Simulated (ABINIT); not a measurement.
# Quasiparticle gap of SiC (Moissanite) in ABINIT, part 2 of 3

Aim: the G0W0 gap of SiC (Moissanite) on PBE, step by step.

ABINIT 10.8.3; PBE and many-body steps on it, plane waves. Known limits of the many-body steps: not at the basis limit; coarse k mesh.

So far. Step 2 (Ground state): The gap is indirect, with the least direct gap 1.75 eV higher.

## Step 3: Bands along the symmetry lines

Level of this step: DFT, PBE, plane waves, norm-conserving pseudopotentials (ABINIT).

The cheap functional maps the bands first; the places of the edges decide which points the dearer methods must see.

run.abi reads:

```
acell 3*1.0 Angstrom
rprim 
  3.075999999976 0.000000000005 0.000000000000
  -1.537999999993 2.663894142018 0.000000000000
  0.000000000000 0.000000000000 5.048000000000
ntypat 2
znucl 14 6
natom 4
typat 1 1 2 2
xred 
  0.333333333333 0.666666666667 0.000000000000
  0.666666666667 0.333333333333 0.500000000000
  0.333333333333 0.666666666667 0.385000000000
  0.666666666667 0.333333333333 0.885000000000
pp_dirpath "pseudos"
pseudos "Si.upf, C.upf"
ecut 37
iscf -2
irdden 1
kptopt 0
nkpt 75
kpt 
  0.00000000 0.00000000 0.00000000
  0.06250000 0.00000000 0.00000000
  0.12500000 0.00000000 0.00000000
  0.18750000 0.00000000 0.00000000
  0.25000000 0.00000000 0.00000000
  0.31250000 0.00000000 0.00000000
  0.37500000 0.00000000 0.00000000
  0.43750000 0.00000000 0.00000000
  0.50000000 0.00000000 0.00000000
  0.47916667 0.04166667 0.00000000
  0.45833333 0.08333333 0.00000000
  0.43750000 0.12500000 0.00000000
  0.41666666 0.16666666 0.00000000
  0.39583333 0.20833333 0.00000000
  0.37500000 0.25000000 0.00000000
  0.35416666 0.29166666 0.00000000
  0.33333333 0.33333333 0.00000000
  0.29166666 0.29166666 0.00000000
  0.25000000 0.25000000 0.00000000
  0.20833333 0.20833333 0.00000000
  0.16666666 0.16666666 0.00000000
  0.12500000 0.12500000 0.00000000
  0.08333333 0.08333333 0.00000000
  0.04166667 0.04166667 0.00000000
  0.00000000 0.00000000 0.00000000
  0.00000000 0.00000000 0.06250000
  0.00000000 0.00000000 0.12500000
  0.00000000 0.00000000 0.18750000
  0.00000000 0.00000000 0.25000000
  0.00000000 0.00000000 0.31250000
  0.00000000 0.00000000 0.37500000
  0.00000000 0.00000000 0.43750000
  0.00000000 0.00000000 0.50000000
  0.06250000 0.00000000 0.50000000
  0.12500000 0.00000000 0.50000000
  0.18750000 0.00000000 0.50000000
  0.25000000 0.00000000 0.50000000
  0.31250000 0.00000000 0.50000000
  0.37500000 0.00000000 0.50000000
  0.43750000 0.00000000 0.50000000
  0.50000000 0.00000000 0.50000000
  0.47916667 0.04166667 0.50000000
  0.45833333 0.08333333 0.50000000
  0.43750000 0.12500000 0.50000000
  0.41666666 0.16666666 0.50000000
  0.39583333 0.20833333 0.50000000
  0.37500000 0.25000000 0.50000000
  0.35416666 0.29166666 0.50000000
  0.33333333 0.33333333 0.50000000
  0.29166666 0.29166666 0.50000000
  0.25000000 0.25000000 0.50000000
  0.20833333 0.20833333 0.50000000
  0.16666666 0.16666666 0.50000000
  0.12500000 0.12500000 0.50000000
  0.08333333 0.08333333 0.50000000
  0.04166667 0.04166667 0.50000000
  0.00000000 0.00000000 0.50000000
  0.50000000 0.00000000 0.50000000
  0.50000000 0.00000000 0.43750000
  0.50000000 0.00000000 0.37500000
  0.50000000 0.00000000 0.31250000
  0.50000000 0.00000000 0.25000000
  0.50000000 0.00000000 0.18750000
  0.50000000 0.00000000 0.12500000
  0.50000000 0.00000000 0.06250000
  0.50000000 -0.00000000 0.00000000
  0.33333333 0.33333333 0.50000000
  0.33333333 0.33333333 0.43750000
  0.33333333 0.33333333 0.37500000
  0.33333333 0.33333333 0.31250000
  0.33333333 0.33333333 0.25000000
  0.33333333 0.33333333 0.18750000
  0.33333333 0.33333333 0.12500000
  0.33333333 0.33333333 0.06250000
  0.33333333 0.33333333 0.00000000
istwfk *1
nband 15
nbdbuf 2
tolwfr 1e-08
nstep 40
prtwf 0
prtvol 0
indata_prefix "in"
outdata_prefix "out"
tmpdata_prefix "tmp"
```

Command:

```console
> OMP_NUM_THREADS=1 mpirun -n 4 abinit run.abi > log
```

Numbers of over 12 decimals in the logs are rounded to 6 here.

The log of the run:

```text
.Version 10.8.3 of ABINIT. v10.8.2 released Aug 2026.

 Symmetries : space group P6_3 m c (#186); Bravais hP (primitive hexag.)
[... echo of the input left out ...]
== DATASET  1 ==================================================================
-   mpi_nproc: 4, omp_nthreads: 1 (-1 if OMP is not activated)

--- !DatasetInfo
iteration_state: {dtset: 1, }
dimensions: {natom: 4, nkpt: 75, mband: 15, nsppol: 1, nspinor: 1, nspden: 1, mpw: 3033, }
cutoff_energies: {ecut:  37.0, pawecutdg:  -1.0, }
electrons: {nelect:   1.60000000E+01, charge:   0.00000000E+00, occopt:   1.00000000E+00, tsmear:   1.00000000E-02, }

 Real(R)+Recip(G) space primitive vectors, cartesian coordinates (Bohr,Bohr^-1):
 R(1)=  5.8127976  0.0000000  0.0000000  G(1)=  0.1720342  0.0993240  0.0000000
 R(2)= -2.9063988  5.0340304  0.0000000  G(2)=  0.0000000  0.1986480  0.0000000
 R(3)=  0.0000000  0.0000000  9.5393375  G(3)=  0.0000000  0.0000000  0.1048291
 Unit cell volume ucvol=  2.7913818E+02 bohr^3
 Angles (23,13,12)=  9.00000000E+01  9.00000000E+01  1.20000000E+02 degrees

 getcut: wavevector=  0.0000  0.0000  0.0000  ngfft=  32  32  54
         ecut(hartree)=     37.000   => boxcut(ratio)=   2.01048

--- Pseudopotential description ------------------------------------------------
- Si Generated using ONCVPSP code by D. R. Hamann
- 14.00000   4.00000  171031                  znucl, zion, pspdat
12 -101130 2 -1 1510                          pspcod,pspxc,lmax,lloc,mmax
     nproj     2     2     2
  pspatm : epsatm=    9.34321561
         --- l  ekb(1:nproj) -->
             0    5.168965    0.829883
             1    2.571282    0.578307
             2   -2.427311   -0.488097
 pspatm: atomic psp has been read  and splines computed

- C Generated using ONCVPSP code by D. R. Hamann
-  6.00000   4.00000  171031                  znucl, zion, pspdat
12 -101130 1 -1 1248                          pspcod,pspxc,lmax,lloc,mmax
     nproj     2     2     0
  pspatm : epsatm=    4.31346680
         --- l  ekb(1:nproj) -->
[...]
pspatm: atomic psp has been read  and splines computed

--------------------------------------------------------------------------------

================================================================================
 prteigrs : about to open file out_EIG
 Non-SCF case, kpt    1 (  0.00000  0.00000  0.00000), residuals and eigenvalues=
  2.38E-09  2.87E-09  8.22E-09  1.38E-09  9.38E-09  2.51E-09  8.99E-09  3.53E-09
  5.47E-09  5.49E-09  7.64E-09  8.89E-09  8.82E-09  9.04E-09  7.26E-08
 -3.1576E-01 -1.8705E-01 -5.7430E-02  2.0511E-01  2.0511E-01  2.5223E-01
  2.5223E-01  2.6234E-01  4.3211E-01  4.8352E-01  5.0154E-01  5.0154E-01
[...]
Non-SCF case, kpt    2 (  0.06250  0.00000  0.00000), residuals and eigenvalues=
  2.69E-09  3.36E-09  5.36E-09  6.57E-09  5.77E-09  9.70E-09  7.08E-09  2.12E-09
[...]
Non-SCF case, kpt   74 (  0.33333  0.33333  0.06250), residuals and eigenvalues=
[...]
Non-SCF case, kpt   75 (  0.33333  0.33333  0.00000), residuals and eigenvalues=
[...]
-1.5000E-01 -1.5000E-01  7.3173E-03  2.3247E-02  2.3247E-02  1.1093E-01
  1.1381E-01  1.1381E-01  3.4794E-01  5.5576E-01  5.8007E-01  5.8007E-01
[...]
--- !ResultsGS
iteration_state: {dtset: 1, }
comment   : Summary of ground state results
lattice_vectors:
- [  5.8127976,   0.0000000,   0.0000000, ]
- [ -2.9063988,   5.0340304,   0.0000000, ]
- [  0.0000000,   0.0000000,   9.5393375, ]
lattice_lengths: [   5.81280,    5.81280,    9.53934, ]
lattice_angles: [ 90.000,  90.000, 120.000, ] # degrees, (23, 13, 12)
lattice_volume:   2.7913818E+02
convergence: {deltae:  0.000E+00, res2:  0.000E+00, residm:  9.995E-09, diffor:  0.000E+00, }
etotal    :  -2.05374939E+01
entropy   :   0.00000000E+00
fermie    :   2.62342056E-01
cartesian_stress_tensor: null
pressure_GPa: null
xred      :
- [  3.3333E-01,   6.6667E-01,   0.0000E+00, Si]
- [  6.6667E-01,   3.3333E-01,   5.0000E-01, Si]
- [  3.3333E-01,   6.6667E-01,   3.8500E-01,  C]
- [  6.6667E-01,   3.3333E-01,   8.8500E-01,  C]
cartesian_forces: null
force_length_stats: {min: null, max: null, mean: null, }

 Integrated electronic density in atomic spheres:
 ------------------------------------------------
 Atom  Sphere_radius  Integrated_density
[...]
================================================================================

 ----iterations are completed or convergence reached----

 Mean square residual over all n,k,spin=   52.724E-10; max=  99.955E-10
 reduced coordinates (array xred) for    4 atoms
[...]
0.333333333333      0.666666666667      0.385000000000
       0.666666666667      0.333333333333      0.885000000000

 cartesian coordinates (angstrom) at end:
    1     -3.33e-12     1.775929     0.000000
    2      1.538000     0.887965     2.524000
    3     -3.33e-12     1.775929     1.943480
    4      1.538000     0.887965     4.467480
 length scales=  1.889726125908  1.889726125908  1.889726125908 bohr
              =  1.000000000000  1.000000000000  1.000000000000 angstroms
 prteigrs : about to open file out_EIG
 Eigenvalues (hartree) for nkpt=  75  k points:
 kpt#   1, nband= 15, wtk=  1.00000, kpt=  0.0000  0.0000  0.0000 (reduced coord)
[...]
kpt#   2, nband= 15, wtk=  1.00000, kpt=  0.0625  0.0000  0.0000 (reduced coord)
[...]
kpt#   3, nband= 15, wtk=  1.00000, kpt=  0.1250  0.0000  0.0000 (reduced coord)
[...]
kpt#  74, nband= 15, wtk=  1.00000, kpt=  0.3333  0.3333  0.0625 (reduced coord)
  -0.14965   -0.14965    0.00797    0.02019    0.02019    0.10915    0.11778    0.11778
   0.35100    0.55529    0.56756    0.56756    0.61408    0.61408    0.68829
 kpt#  75, nband= 15, wtk=  1.00000, kpt=  0.3333  0.3333  0.0000 (reduced coord)
  -0.15000   -0.15000    0.00732    0.02325    0.02325    0.11093    0.11381    0.11381
   0.34794    0.55576    0.58007    0.58007    0.60707    0.60707    0.68412

== END DATASET(S) ==============================================================
================================================================================

 -outvars: echo values of variables after computation  --------
            nband          15
             nkpt          75
          spgroup         186
 [... the other variables as echoed above ...]

 Calculation completed.
```

It took 12 s on 4 MPI ranks of Intel Xeon Platinum 8488C (Sapphire Rapids), shared host; peak memory 0.33 GiB.

Numbers from this step:

```
gap                        : 2.329 eV
k of the valence top       : 0, 0, 0
k of the conduction bottom : 0.3333, 0.3333, 0
least direct gap           : 4.083 eV
```

The gap is 2.329 eV, as in the run before at this level.

Electronic bands along the path, in eV, zero at the top of the highest filled band; v1 is the highest filled band, c1 the lowest empty one:

```
    point     v4     v3     v2     v1    c1    c2    c3    c4
        Γ  -1.56  -0.28  -0.28   0.00  4.62  6.02  6.51  6.51
  halfway  -3.22  -2.75  -0.93  -0.90  3.89  5.73  6.97  7.71
        M  -5.44  -3.55  -3.26  -1.49  2.60  4.20  6.75  7.21
  halfway  -5.48  -4.79  -3.34  -2.83  3.26  4.96  7.50  8.29
        K  -6.51  -4.12  -4.04  -4.04  2.33  7.98  8.65  8.65
  halfway  -4.36  -3.07  -1.73  -1.17  5.10  5.66  6.81  6.96
        Γ  -1.56  -0.28  -0.28   0.00  4.62  6.02  6.51  6.51
  halfway  -1.39  -1.39  -0.49  -0.49  4.90  6.63  6.63  6.85
        A  -0.97  -0.97  -0.97  -0.97  5.71  5.71  7.17  7.17
  halfway  -3.07  -3.07  -1.96  -1.96  4.36  4.36  7.13  7.13
        L  -2.69  -2.69  -2.34  -2.34  3.17  3.17  5.00  5.00
  halfway  -4.46  -4.46  -1.95  -1.95  4.12  4.12  6.12  6.12
        H  -5.86  -5.86  -1.75  -1.75  4.82  4.82  5.97  5.97
  halfway  -3.19  -3.19  -2.64  -2.64  5.03  5.03  7.34  7.34
        A  -0.97  -0.97  -0.97  -0.97  5.71  5.71  7.17  7.17
jump to L  -2.69  -2.69  -2.34  -2.34  3.17  3.17  5.00  5.00
  halfway  -4.17  -3.32  -2.34  -1.90  2.93  3.18  6.41  6.84
        M  -5.44  -3.55  -3.26  -1.49  2.60  4.20  6.75  7.21
jump to H  -5.86  -5.86  -1.75  -1.75  4.82  4.82  5.97  5.97
  halfway  -6.66  -4.76  -2.85  -2.85  3.52  6.34  6.34  7.68
        K  -6.51  -4.12  -4.04  -4.04  2.33  7.98  8.65  8.65
```

## Step 4: Empty states on the mesh, 3×3×4 mesh, 81 bands

The sums over transitions need many empty states on a uniform mesh; this step solves for them.

run.abi reads:

```
acell 3*1.0 Angstrom
rprim 
  3.075999999976 0.000000000005 0.000000000000
  -1.537999999993 2.663894142018 0.000000000000
  0.000000000000 0.000000000000 5.048000000000
ntypat 2
znucl 14 6
natom 4
typat 1 1 2 2
xred 
  0.333333333333 0.666666666667 0.000000000000
  0.666666666667 0.333333333333 0.500000000000
  0.333333333333 0.666666666667 0.385000000000
  0.666666666667 0.333333333333 0.885000000000
pp_dirpath "pseudos"
pseudos "Si.upf, C.upf"
ecut 37
ngkpt 3 3 4
nshiftk 1
shiftk 0 0 0
kptopt 1
chksymbreak 0
iscf -2
irdden 1
istwfk *1
nband 81
nbdbuf 6
tolwfr 1e-09
nstep 60
prtvol 0
indata_prefix "in"
outdata_prefix "out"
tmpdata_prefix "tmp"
```

The log of the run:

```text
.Version 10.8.3 of ABINIT. v10.8.2 released Aug 2026.

 Symmetries : space group P6_3 m c (#186); Bravais hP (primitive hexag.)
[... echo of the input left out ...]
== DATASET  1 ==================================================================
-   mpi_nproc: 4, omp_nthreads: 1 (-1 if OMP is not activated)

--- !DatasetInfo
iteration_state: {dtset: 1, }
dimensions: {natom: 4, nkpt: 9, mband: 81, nsppol: 1, nspinor: 1, nspden: 1, mpw: 3018, }
cutoff_energies: {ecut:  37.0, pawecutdg:  -1.0, }
electrons: {nelect:   1.60000000E+01, charge:   0.00000000E+00, occopt:   1.00000000E+00, tsmear:   1.00000000E-02, }

 Real(R)+Recip(G) space primitive vectors, cartesian coordinates (Bohr,Bohr^-1):
 R(1)=  5.8127976  0.0000000  0.0000000  G(1)=  0.1720342  0.0993240  0.0000000
 R(2)= -2.9063988  5.0340304  0.0000000  G(2)=  0.0000000  0.1986480  0.0000000
 R(3)=  0.0000000  0.0000000  9.5393375  G(3)=  0.0000000  0.0000000  0.1048291
 Unit cell volume ucvol=  2.7913818E+02 bohr^3
 Angles (23,13,12)=  9.00000000E+01  9.00000000E+01  1.20000000E+02 degrees

 getcut: wavevector=  0.0000  0.0000  0.0000  ngfft=  32  32  54
         ecut(hartree)=     37.000   => boxcut(ratio)=   2.01048

--- Pseudopotential description ------------------------------------------------
- Si Generated using ONCVPSP code by D. R. Hamann
- 14.00000   4.00000  171031                  znucl, zion, pspdat
12 -101130 2 -1 1510                          pspcod,pspxc,lmax,lloc,mmax
     nproj     2     2     2
  pspatm : epsatm=    9.34321561
         --- l  ekb(1:nproj) -->
             0    5.168965    0.829883
             1    2.571282    0.578307
             2   -2.427311   -0.488097
 pspatm: atomic psp has been read  and splines computed

- C Generated using ONCVPSP code by D. R. Hamann
-  6.00000   4.00000  171031                  znucl, zion, pspdat
12 -101130 1 -1 1248                          pspcod,pspxc,lmax,lloc,mmax
     nproj     2     2     0
  pspatm : epsatm=    4.31346680
         --- l  ekb(1:nproj) -->
[...]
pspatm: atomic psp has been read  and splines computed

--------------------------------------------------------------------------------

================================================================================
 prteigrs : about to open file out_EIG
 Non-SCF case, kpt    1 (  0.00000  0.00000  0.00000), residuals and eigenvalues=
  1.46E-10  4.79E-11  4.88E-11  1.09E-10  3.44E-10  8.22E-11  2.04E-10  2.51E-10
  7.93E-11  5.44E-11  5.73E-11  1.54E-10  1.17E-10  5.79E-11  2.24E-10  7.42E-11
  8.75E-11  1.24E-10  5.38E-11  7.14E-11  1.95E-10  1.20E-10  1.04E-10  1.08E-10
[...]
4.75E-05
 -3.1576E-01 -1.8705E-01 -5.7430E-02  2.0511E-01  2.0511E-01  2.5223E-01
  2.5223E-01  2.6234E-01  4.3211E-01  4.8352E-01  5.0154E-01  5.0154E-01
  5.3980E-01  5.8219E-01  5.8219E-01  6.7895E-01  6.8111E-01  6.8111E-01
[...]
2.5012E+00  2.5012E+00  2.5758E+00  2.5758E+00  2.5843E+00  2.6256E+00
  2.6669E+00  2.6669E+00  2.7100E+00  2.7100E+00  2.7795E+00  2.8098E+00
[...]
prteigrs : prtvol=0 or 1, do not print more k-points.

--- !ResultsGS
iteration_state: {dtset: 1, }
comment   : Summary of ground state results
lattice_vectors:
- [  5.8127976,   0.0000000,   0.0000000, ]
- [ -2.9063988,   5.0340304,   0.0000000, ]
- [  0.0000000,   0.0000000,   9.5393375, ]
lattice_lengths: [   5.81280,    5.81280,    9.53934, ]
lattice_angles: [ 90.000,  90.000, 120.000, ] # degrees, (23, 13, 12)
lattice_volume:   2.7913818E+02
convergence: {deltae:  0.000E+00, res2:  0.000E+00, residm:  9.949E-10, diffor:  0.000E+00, }
etotal    :  -2.05374939E+01
entropy   :   0.00000000E+00
fermie    :   2.62342056E-01
cartesian_stress_tensor: null
pressure_GPa: null
xred      :
- [  3.3333E-01,   6.6667E-01,   0.0000E+00, Si]
- [  6.6667E-01,   3.3333E-01,   5.0000E-01, Si]
- [  3.3333E-01,   6.6667E-01,   3.8500E-01,  C]
- [  6.6667E-01,   3.3333E-01,   8.8500E-01,  C]
cartesian_forces: null
force_length_stats: {min: null, max: null, mean: null, }

 Integrated electronic density in atomic spheres:
 ------------------------------------------------
 Atom  Sphere_radius  Integrated_density
[...]
================================================================================

 ----iterations are completed or convergence reached----

 Mean square residual over all n,k,spin=   35.287E-11; max=  99.488E-11
 reduced coordinates (array xred) for    4 atoms
[...]
0.333333333333      0.666666666667      0.385000000000
       0.666666666667      0.333333333333      0.885000000000

 cartesian coordinates (angstrom) at end:
    1     -3.33e-12     1.775929     0.000000
    2      1.538000     0.887965     2.524000
    3     -3.33e-12     1.775929     1.943480
    4      1.538000     0.887965     4.467480
 length scales=  1.889726125908  1.889726125908  1.889726125908 bohr
              =  1.000000000000  1.000000000000  1.000000000000 angstroms
 prteigrs : about to open file out_EIG
 Eigenvalues (hartree) for nkpt=   9  k points:
 kpt#   1, nband= 81, wtk=  0.02778, kpt=  0.0000  0.0000  0.0000 (reduced coord)
[...]
2.47508    2.49814    2.50122    2.50122    2.57580    2.57580    2.58428    2.62559
   2.66685    2.66685    2.71004    2.71004    2.77954    2.80982    2.80982    2.85896
   2.88480
 prteigrs : prtvol=0 or 1, do not print more k-points.

== END DATASET(S) ==============================================================
================================================================================

 -outvars: echo values of variables after computation  --------
            nband          81
             nkpt           9
          spgroup         186
 [... the other variables as echoed above ...]

 Calculation completed.
```

The job ended after 17 s (4 MPI ranks; peak memory 0.32 GiB; 65 s of CPU time).

Numbers from this step:

```yaml
gap: 2.329 eV
k_of_the_valence_top: 0, 0, 0
k_of_the_conduction_bottom: 0.3333, 0.3333, 0
least_direct_gap: 4.403 eV
k_points_computed: 9
lowest_point_of_the_top_converged_band_above_the_valence_top: 66.6053 eV
```

On this mesh the gap is 2.329 eV.

[end of part 2 of 3]

[Paths, hosts, dates, memory and timing lines, banners, echoed tables and standing remarks are left out of the program output.]

[Logs are printed without paths, hosts, clocks, repeated set-up lines and the standing remarks that a program may print on its own settings, such as how far it seeks lower states.]

[Runs of the session that timed out or met a known fault of the program may be left out.]

[Hosts, paths, dates, database ids (printed as entryN), source tags and the programs' standing remarks are cut or masked in the printed files.]

[G0W0 gaps are taken among the corrected bands and points alone; a level outside them can change the order at an edge.]

[Where Ansatz stands beside ABINIT at settings called matched, ABINIT's density can come from a denser mesh and the files from another edition; pairs whose starting gaps differed by over 0.03 eV were left out, so agreement reads better than it is.]
